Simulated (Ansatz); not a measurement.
# LiH: ideal shear of a crystal plane

These are results of DFT PBEsol, scalar-relativistic, plane waves, PAW (Ansatz 0.2.0), not measurements. Cutoff 420 eV, Γ-centred 9×9×2 k-points, Gaussian smearing of 0.05 eV. No spin polarisation. Energies are free energies at this smearing, counted from the undisturbed cell; pressure is positive in compression.

Reference structure (relaxed at this level):

```
Li H
1.0
     1.98957   -1.98957    0.00000
     1.98957    0.00000   -1.98957
     7.95829    7.95829    7.95829
Li H
6 6
Cartesian
  3.6477 3.6477 3.6477
  3.6477 1.6581 1.6581
  7.6268 3.6477 3.6477
  7.6268 7.6268 7.6268
  7.6268 5.6373 5.6373
  3.6477 -0.3315 -0.3315
  5.6373 1.6581 1.6581
  1.6581 1.6581 1.6581
  5.6373 3.6477 3.6477
  9.6164 5.6373 5.6373
  5.6373 5.6373 5.6373
  1.6581 -0.3315 -0.3315
```

The cut lies on the cell's a–b face, a (1 1 1) plane (indices in the standard cell, whose axes needn't be the Cartesian ones shown) of area 6.86 Å², between layers 1.15 Å apart. Vector c is tilted by f times 1·a + 0·b (length 2.814 Å) with the atoms' Cartesian places fixed: one unrelaxed fault a cell. The traction is dγ/du, the slope of γ against the slip u in Å. Some rows repeat others by symmetry and weren't run.

```csv
f,γ (mJ/m²),traction (GPa)
0.0000,0,0.0
0.1000,103,7.3
0.2000,411,14.3
0.3000,876,17.8
0.4000,1333,13.1
0.5000,1529,0.0
0.6000,1333,-13.1
0.7000,876,-17.8
0.8000,411,-14.3
0.9000,103,-7.3
```

Question: Read off the first barrier and the stress needed to climb it, and compare with Frenkel's sinusoid.

Answer: The first sampled maximum lies at f = 0.500, a slip of 1.41 Å, with γ ≈ 1529 mJ/m², which stands in for the unstable fault energy γ_us, and the steepest sampled slope before it is 17.8 GPa. A sinusoid γ = γ_us sin²(πu/λ) with its maximum there has λ = 2.81 Å and a largest slope πγ_us/λ = 17.1 GPa (1 mJ/m² per Å = 0.01 GPa). The stand-in is too high: the stress and forces give a traction of 27.9 GPa across the line at this point, so it is no saddle, and slip that bends off the line crosses lower.

Question: Is there a metastable fault on this line?

Answer: Apart from points where γ returns to about zero, no local minimum shows among the samples, so at this sampling the line offers no fault for a dislocation to split on; a fault can still lie off the line.

The cut is rigid; relaxing the faces lowers these energies and usually the stresses.

Cost: 6 runs of about 0.81 core-minutes in all, on Intel Xeon (Ice Lake) (shared hosts).